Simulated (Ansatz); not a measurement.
# Cost of a DFT run on Zr3N4

```yaml
crystal:
  lattice:
    - [-3.4360952116, 3.4360952116, 3.4360952116]
    - [3.4360952116, -3.4360952116, 3.4360952116]
    - [3.4360952116, 3.4360952116, -3.4360952116]
  atoms:
    - { symbol: Zr, position: [0.25, 0.625, 0.375] }
    - { symbol: Zr, position: [0.375, 0.25, 0.625] }
    - { symbol: Zr, position: [0.75, 0.875, 0.125] }
    - { symbol: Zr, position: [0.125, 0.75, 0.875] }
    - { symbol: Zr, position: [0.625, 0.375, 0.25] }
    - { symbol: Zr, position: [0.875, 0.125, 0.75] }
    - { symbol: "N", position: [0.1374207936, 0.1374207936, 0.1374207936] }
    - { symbol: "N", position: [0.8625792064, 0.5, 0.0] }
    - { symbol: "N", position: [0.5, 0.0, 0.3625792064] }
    - { symbol: "N", position: [0.0, 0.8625792064, 0.5] }
    - { symbol: "N", position: [0.3625792064, 0.5, 0.0] }
    - { symbol: "N", position: [0.6374207936, 0.6374207936, 0.6374207936] }
    - { symbol: "N", position: [0.0, 0.3625792064, 0.5] }
    - { symbol: "N", position: [0.5, 0.0, 0.8625792064] }
kpoints:
  mp_grid: { grid: [6, 6, 6] }
scf:
  occupations: { method: fermi_dirac, width: 0.02 }
hamiltonian:
  xc: pbe
  pseudopotentials: { kind: paw }
output:
  forces: true
  stress: true
  populations: true
  efg:
    quadrupole_moments_barn: { Zr: -0.176, "N": 0.02044 }
    contact_densities: true
relax:
  f_tol: 0.02
  max_steps: 60
```

```sh
ansatz run input.yaml --threads 4 --pin off --max-ram 8192MiB --backend cpu --events-out ev --progress --plain --runs-dir out
```

It runs on 4 threads of Intel Xeon Platinum 8259CL CPU @ 2.50GHz (Skylake/Cascade Lake) (x86_64; 16 cores open to the job, memory cap 8.0 GiB, no GPU), a shared host with a load of 0.6 a core.

(1) Estimate the wall time and the peak memory.

Results:

(1) About 21 s of wall time (71 s of CPU time) and 0.76 GiB. The run holds 112 valence electrons in 70 bands, about 3103 plane waves a k-point and 16 irreducible k-points, and took 19 SCF iterations, over 4 ionic steps. Times on a shared host vary by tens of per cent.
